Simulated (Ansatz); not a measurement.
## ZnS under changes of volume

One of the cells (19.727 Å³/atom); the others are scaled copies at fixed shape and fractional positions:

```
CELL_PARAMETERS angstrom
0.00000 2.70200 2.70200
2.70200 0.00000 2.70200
2.70200 2.70200 0.00000
ATOMIC_POSITIONS crystal
Zn 0.75000 0.75000 0.75000
S 0.00000 0.00000 0.00000
```

* Program: Ansatz 0.2.0
* Functional: BPBE
* Potentials or basis: Ansatz PAW
* Cutoff: 420 eV (not typed: the program's choice for these potentials)
* k mesh: 9 × 9 × 9
* Occupations: fermi-dirac, width 0.05 eV
* Spin: no spin polarisation

```csv
volume (Å³/atom),energy over the lowest point (meV/atom),pressure (GPa),gap on the mesh (eV)
18.543,?,?,?
18.938,17.57,4.9,2.28
19.332,7.67,3.1,2.19
19.727,1.96,1.5,2.11
20.121,0.00,0.1,2.02
20.516,1.41,-1.2,1.94
20.910,5.86,-2.4,1.86
```

Question: What does the run at 18.543 Å³/atom give?

Answer: Energy over the lowest point 32.12 meV/atom; pressure 6.9 GPa; gap on the mesh 2.37 eV.

Worked out: A Birch-Murnaghan fit of order 3 (a polynomial in V^(-2/3)) to the other rows has its minimum at 20.15 Å³/atom with B0 = V·E''(V) = 69 GPa and B' = 4.5. It gives 32.16 meV/atom at 18.543 Å³/atom, against the run's 32.12, and -dE/dV = 6.9 GPa, against 6.9. A straight line through the other rows of the gap, of slope -4.24 eV per unit of ln V (its deformation potential), extrapolates to 2.37 eV, against the run's 2.37.

Energies are extrapolated to zero smearing.

Caveats: odd divisions of the mesh miss points on the zone boundary, where band edges often lie, so the gap on the mesh can be too wide; the PAW data sets come from PBE, with cores solved anew for the run's functional, which leaves a small shift of forces and pressure.
